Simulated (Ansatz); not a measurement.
# PbS: moving Pb off its site

PbS, Fm-3m, a = 5.930 Å (as given, not relaxed at this level: 2.3 GPa). Ansatz: PBE, PAW, 420 eV, Γ-centred 10×10×10 mesh on 2 atoms, Gaussian smearing 0.03 eV; no spin polarisation.

```xyz
2
Lattice="0.0000 2.9650 2.9650 2.9650 0.0000 2.9650 2.9650 2.9650 0.0000" Properties=species:S:1:pos:R:3 pbc="T T T"
Pb    0.0000    0.0000    0.0000
S     2.9650    2.9650    2.9650
```

Atom 1 (Pb) moves by x along the unit vector (0.707, 0.707, 0.000), with its periodic images; all else is held. y is the free energy of the cell over the start, F the force along the path summed over the moved atoms. Symmetry makes y even in x.

| x (Å) | y (meV) | F (eV/Å) |
| --- | --- | --- |
| -0.1000 | ? | ? |
| -0.0500 | 0.70 | 0.03 |
| 0.0000 | 0.00 | 0.00 |
| 0.0125 | 0.04 | -0.01 |
| 0.0250 | 0.17 | -0.01 |
| 0.0375 | 0.39 | -0.02 |
| 0.0625 | 1.12 | -0.04 |
| 0.0750 | 1.64 | -0.05 |
| 0.0875 | 2.29 | -0.06 |

Question: Fit y = c2 x² + c4 x⁴ to the energies of the other rows, give the force constant, and predict energy and force of the missing row.

Answer: Least squares on the rows shown. y = 272.0 x² + 3536 x⁴. The force constant is 2 c2 = 0.544 eV/Å², for the cell as given, at 2.3 GPa (for all images moving together, not for a lone atom). With two atoms in a cubic cell this is the optical mode at Γ without the LO field: ω = 521.5 √(2 c2/μ) = 73 cm⁻¹ for μ = 27.76 u. The force −dy/dx at the missing row is 0.07 eV/Å (computed 0.07). At x = -0.1000 the fit asked for gives 3.07 meV. The run gave 3.06 meV, so the fit is 0.01 meV too high, a small miss on the scale of the series.

Spin–orbit coupling is left out, which can shift energies with elements as heavy as these.